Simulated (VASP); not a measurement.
# ZrB2: P into a neighbouring B vacancy

Aim: the barrier for one hop in ZrB2: P into a neighbouring B vacancy. The start is a cell from a database of measured crystal structures.

Main program and level: VASP 6.6.1; PBE; plane waves and PAW (Zr_sv, B), in the first sound run; inputs show where later runs differ.

## (1) The host crystal

It takes space group P6/mmm (No. 191, hexagonal). The conventional cell has a = 3.170 Å, b = 3.170 Å, c = 3.533 Å, α = 90.00°, β = 90.00°, γ = 120.00°. Zr has 12 B at 2.54 Å nearest. Nearest to B lie 3 B at 1.83 Å and 6 Zr at 2.54 Å. Farther neighbours are not listed.

Coordinates:

```cif
data_structure
_symmetry_space_group_name_H-M 'P 1'
_symmetry_Int_Tables_number 1
_cell_length_a 3.1700
_cell_length_b 3.1700
_cell_length_c 3.5330
_cell_angle_alpha 90.000
_cell_angle_beta 90.000
_cell_angle_gamma 120.000
_cell_volume 30.75
loop_
_atom_site_label
_atom_site_type_symbol
_atom_site_fract_x
_atom_site_fract_y
_atom_site_fract_z
_atom_site_occupancy
Zr1 Zr 0.00000 0.00000 0.00000 1
B2 B 0.66667 0.33333 0.50000 1
B3 B 0.33333 0.66667 0.50000 1
```

## (2) Relax the host

The later steps need the crystal at this functional's own lattice; a raised cutoff keeps the stress reliable while the cell changes.

File INCAR:

```
SYSTEM = ZrB2
PREC = Accurate
ENCUT = 420
EDIFF = 1E-06
NELM = 120
ISMEAR = 0
SIGMA = 0.1
LREAL = .FALSE.
ALGO = Normal
GGA = PE
NBANDS = 15
LASPH = .TRUE.
LORBIT = 11
LWAVE = .FALSE.
LCHARG = .FALSE.
KPAR = 3
IBRION = 2
NSW = 40
ISIF = 3
EDIFFG = -0.02
POTIM = 0.4
```

File POSCAR:

```
ZrB2
1.0
    3.1700000000      0.0000000000      0.0000000000
   -1.5850000000      2.7453005300      0.0000000000
    0.0000000000      0.0000000000      3.5330000000
Zr B
1 2
Direct
    0.0000000000      0.0000000000      0.0000000000
    0.6666666667      0.3333333333      0.5000000000
    0.3333333333      0.6666666667      0.5000000000
```

File KPOINTS:

```
Automatic mesh
0
Gamma
7 7 5
0 0 0
```

The projector-augmented-wave data sets are Zr_sv and B (PBE family, release 64).

The run is started by

```bash
mpirun -np 3 vasp_std
```

The program printed:

```text
[banner, memory and clock lines left out]
running    3 mpi-ranks, on    1 nodes
 distrk:  each k-point on    1 cores,    3 groups
 distr:  one band on    1 cores,    1 groups

 POSCAR found type information on POSCAR ZrB
 POSCAR found :  2 types and       3 ions
 LDA part: xc-table for (Slater+PW92), standard interpolation
 POSCAR, INCAR and KPOINTS ok, starting setup
 FFT: planning ... GRIDC
 FFT: planning ... GRID_SOFT
 FFT: planning ... GRID
 WAVECAR not read
 entering main loop
       N       E                     dE             d eps       ncg     rms          rms(c)
DAV:   1     0.852517886470E+02    0.85252E+02   -0.84942E+03   720   0.101E+03
DAV:   2    -0.239955902737E+02   -0.10925E+03   -0.10489E+03   902   0.273E+02
DAV:   3    -0.275775821671E+02   -0.35820E+01   -0.35661E+01  1161   0.425E+01
DAV:   4    -0.276290880232E+02   -0.51506E-01   -0.51490E-01   816   0.474E+00
DAV:   5    -0.276298966290E+02   -0.80861E-03   -0.80859E-03  1129   0.460E-01    0.215E+01
DAV:   6    -0.249877989324E+02    0.26421E+01   -0.62297E+00   881   0.171E+01    0.868E+00
DAV:   7    -0.249489978453E+02    0.38801E-01   -0.69336E-01  1049   0.527E+00    0.315E+00
DAV:   8    -0.249518998930E+02   -0.29020E-02   -0.96918E-02   848   0.263E+00    0.535E-01
DAV:   9    -0.249475672975E+02    0.43326E-02   -0.22594E-02   913   0.114E+00    0.196E-01
DAV:  10    -0.249472647909E+02    0.30251E-03   -0.15169E-03   834   0.357E-01    0.419E-02
DAV:  11    -0.249472748624E+02   -0.10072E-04   -0.61986E-05   990   0.758E-02    0.144E-02
DAV:  12    -0.249472727486E+02    0.21138E-05   -0.50520E-06   903   0.150E-02    0.415E-03
DAV:  13    -0.249472727447E+02    0.39254E-08   -0.36763E-07   381   0.567E-03
   1 F= -.24947273E+02 E0= -.24943613E+02  d E =-.249473E+02
 curvature:   0.00 expect dE= 0.000E+00 dE for cont linesearch  0.000E+00
 trial: gam= 0.00000 g(F)=  0.134E-49 g(S)=  0.175E-02 ort = 0.000E+00 (trialstep = 0.100E+01)
 search vector abs. value=  0.175E-02
 bond charge predicted
       N       E                     dE             d eps       ncg     rms          rms(c)
DAV:   1    -0.249543697545E+02   -0.70970E-02   -0.21949E-01   818   0.464E+00    0.106E+00
DAV:   2    -0.249480417176E+02    0.63280E-02   -0.18368E-02   804   0.141E+00    0.269E-01
DAV:   3    -0.249472590042E+02    0.78271E-03   -0.45847E-03  1102   0.492E-01    0.105E-01
DAV:   4    -0.249473726260E+02   -0.11362E-03   -0.21643E-04  1107   0.934E-02    0.551E-02
DAV:   5    -0.249474592516E+02   -0.86626E-04   -0.19557E-04  1102   0.789E-02    0.328E-02
DAV:   6    -0.249474645829E+02   -0.53313E-05   -0.65754E-06  1075   0.208E-02    0.116E-02
DAV:   7    -0.249474643713E+02    0.21159E-06   -0.14359E-06   631   0.102E-02
   2 F= -.24947464E+02 E0= -.24943780E+02  d E =-.191627E-03
 trial-energy change:   -0.000192  1 .order   -0.000210   -0.001750    0.001331
 step:   0.5594(harm=  0.5680)  dis= 0.00000  next Energy=   -24.947759 (dE=-0.486E-03)
 bond charge predicted
       N       E                     dE             d eps       ncg     rms          rms(c)
DAV:   1    -0.249491191122E+02   -0.16545E-02   -0.42787E-02   832   0.204E+00    0.467E-01
DAV:   2    -0.249478557677E+02    0.12633E-02   -0.34674E-03   797   0.615E-01    0.119E-01
DAV:   3    -0.249477045897E+02    0.15118E-03   -0.92170E-04  1109   0.220E-01    0.478E-02
DAV:   4    -0.249477328056E+02   -0.28216E-04   -0.41988E-05  1099   0.414E-02    0.242E-02
DAV:   5    -0.249477553158E+02   -0.22510E-04   -0.38337E-05  1110   0.352E-02    0.149E-02
DAV:   6    -0.249477583895E+02   -0.30737E-05   -0.11295E-06   767   0.924E-03    0.493E-03
DAV:   7    -0.249477592644E+02   -0.87493E-06   -0.41216E-07   437   0.531E-03
   3 F= -.24947759E+02 E0= -.24944086E+02  d E =-.486520E-03
 curvature:  -0.28 expect dE=-0.411E-05 dE for cont linesearch -0.138E-07
 trial: gam= 0.00299 g(F)=  0.419E-50 g(S)=  0.145E-04 ort = 0.923E-05 (trialstep = 0.912E+00)
 search vector abs. value=  0.145E-04
 reached required accuracy - stopping structural energy minimisation
```

Elapsed: 11 s, on 3 MPI ranks of AMD EPYC 7R43, shared host; peak memory 0.3 GiB.

The logs omit lines about the potential files and the build; timing stands in the text.

OUTCAR, selected parts (step 2):

```text
ion  position               nearest neighbor table
   1  0.000  0.000  0.000-   2 2.54   3 2.54   2 2.54   3 2.54   2 2.54   2 2.54   3 2.54   3 2.54
                             2 2.54   2 2.54   3 2.54   3 2.54
   2  0.667  0.333  0.500-   3 1.83   3 1.83   3 1.83   1 2.54   1 2.54   1 2.54   1 2.54   1 2.54
                             1 2.54
   3  0.333  0.667  0.500-   2 1.83   2 1.83   2 1.83   1 2.54   1 2.54   1 2.54   1 2.54   1 2.54
                             1 2.54

  LATTYP: Found a hexagonal cell.
 ALAT       =     3.1700000000
 C/A-ratio  =     1.1145110410

 Subroutine GETGRP returns: Found 24 space group operations
 (whereof 24 operations were pure point group operations)

The static configuration has the point symmetry D_6h.

 Found     24 irreducible k-points:

   k-points           NKPTS =     24   k-points in BZ     NKDIM =     24   number of bands    NBANDS=     15

   dimension x,y,z NGX =    24 NGY =   24 NGZ =   24
   dimension x,y,z NGXF=    48 NGYF=   48 NGZF=   48

   ENCUT  =  420.0 eV  30.87 Ry    5.56 a.u.   5.30  5.30  5.90*2*pi/ulx,y,z

   NELECT =      18.0000    total number of electrons

 k-points in reciprocal lattice and weights: Automatic mesh
   0.00000000  0.00000000  0.00000000       0.004
   0.14285714  0.00000000  0.00000000       0.024
   0.28571429  0.00000000  0.00000000       0.024
   0.42857143  0.00000000  0.00000000       0.024
   0.14285714  0.14285714  0.00000000       0.024
   0.28571429  0.14285714  0.00000000       0.049
   0.42857143  0.14285714  0.00000000       0.024
   0.28571429  0.28571429  0.00000000       0.024
   0.00000000  0.00000000  0.20000000       0.008
[...]
0.42857143  0.14285714  0.40000000       0.049
   0.28571429  0.28571429  0.40000000       0.049

 average (electrostatic) potential at core
       1 -72.8956       2 -22.1059       3 -22.1059

 E-fermi :  10.1708

 k-point     1 :       0.0000    0.0000    0.0000
  band No.  band energies     occupation
    ...
      5      -2.2357      2.00000
      6       7.8549      2.00000
      7       7.8549      2.00000
      8       7.9038      2.00000
      9       8.1172      2.00000
     10      13.8580      0.00000
     11      13.8580      0.00000
     12      14.6297      0.00000
     13      14.6297      0.00000
     14      15.3043      0.00000
    ...

 k-point     2 :       0.1429    0.0000    0.0000
  band No.  band energies     occupation
    ...
      5      -1.8365      2.00000
      6       6.7888      2.00000
      7       7.7217      2.00000
      8       7.8456      2.00000
      9       8.2480      2.00000
     10      13.1179      0.00000
     11      13.6210      0.00000
     12      13.8386      0.00000
     13      14.3483      0.00000
     14      16.4789      0.00000
    ...

 k-point     3 :       0.2857    0.0000    0.0000
  band No.  band energies     occupation
    ...
      5      -0.7506      2.00000
      6       4.7887      2.00000
      7       7.0541      2.00000
      8       7.6782      2.00000
      9       8.4160      2.00000
     10      12.8140      0.00000
     11      13.1486      0.00000
     12      13.8037      0.00000
     13      14.1288      0.00000
     14      16.7480      0.00000
    ...

  Total       -0.0141263     -0.0141263      0.0269258      0.0000000      0.0000000     -0.0000000
  in kB       -0.7327511     -0.7327511      1.3966848      0.0000000      0.0000000     -0.0000000
  external PRESSURE =      -0.0229391 kB  Pullay stress =       0.0000000 kB

  energy-cutoff  :      420.00
  volume of cell :       30.89
      direct lattice vectors                 reciprocal lattice vectors
     3.174564146  0.000000000  0.000000000     0.315003873  0.181867571 -0.000000000
    -1.587282073  2.749253197  0.000000000     0.000000000  0.363735141 -0.000000000
     0.000000000  0.000000000  3.539014671    -0.000000000 -0.000000000  0.282564525

 POSITION                                       TOTAL-FORCE (eV/Angst)
 -----------------------------------------------------------------------------------
     -1.58728      2.74925      0.00000         0.000000     -0.000000      0.000000
      1.58728      0.91642      1.76951         0.000000      0.000000      0.000000
     -0.00000      1.83284      1.76951        -0.000000      0.000000     -0.000000
 -----------------------------------------------------------------------------------
    total drift:                               -0.000000      0.000000      0.000000

  FREE ENERGIE OF THE ION-ELECTRON SYSTEM (eV)
  ---------------------------------------------------
  free  energy   TOTEN  =       -24.9477592644 eV

  energy  without entropy=      -24.9404125555  energy(sigma->0) =      -24.94408591

 reached required accuracy - stopping structural energy minimisation

 total charge
# of ion       s       p       d       tot
------------------------------------------
    1        2.167   6.029   1.765   9.961
    2        0.664   1.235   0.000   1.899
    3        0.664   1.235   0.000   1.899
--------------------------------------------------
tot          3.495   8.499   1.765  13.760

[... 3 further parts left out ...]
```

The k-mesh is coarse for a metal. The run keeps the 24 symmetry operations of its start, so it cannot find a distortion of lower symmetry.

Relaxation path:

| step | energy less that of the first step (eV) | largest force (eV/Å) | pressure (GPa) | volume (Å³) |
| --- | --- | --- | --- | --- |
| 1 | 0.0000 | 0.0000 | 1.11 | 30.75 |
| 2 | -0.0002 | 0.0000 | -0.85 | 31.00 |
| 3 | -0.0005 | 0.0000 | 0.00 | 30.89 |

```csv
"conventional cell, symmetrised",before,after,change
a (Å),3.170,3.175,+0.1 %
b (Å),3.170,3.175,+0.1 %
c (Å),3.533,3.539,+0.2 %
volume (Å³/atom),10.25,10.30,+0.5 %
```

Final coordinates:

```xyz
3
Lattice="3.1746 0.0000 0.0000 -1.5873 2.7493 0.0000 0.0000 0.0000 3.5390" Properties=species:S:1:pos:R:3 pbc="T T T"
Zr    0.0000    0.0000    0.0000
B     1.5873    0.9164    1.7695
B     0.0000    1.8328    1.7695
```

Numbers from this step:

- electronic cycles: 27
- electrons: 18
- free energy (TOTEN): -24.95 eV
- energy at zero smearing: -24.94 eV
- Fermi energy: 10.17 eV
- labelled metallic, from the levels on this mesh: yes

The run ended after 3 ionic steps, 0.000 eV below its first step, once forces and stress met EDIFFG = -0.02.

[end of part 1 of 5]

[Lines on the potential files, build, host, timing and source positions are cut from VASP's logs without a mark.]

[Logs are printed without paths, hosts, clocks, repeated set-up lines and the standing remarks that a program may print on its own settings, such as how far it seeks lower states.]

[Hosts, paths, dates, database ids (printed as entryN), source tags and the programs' standing remarks are cut or masked in the printed files.]

[Runs that stopped without an error message from VASP are left out.]
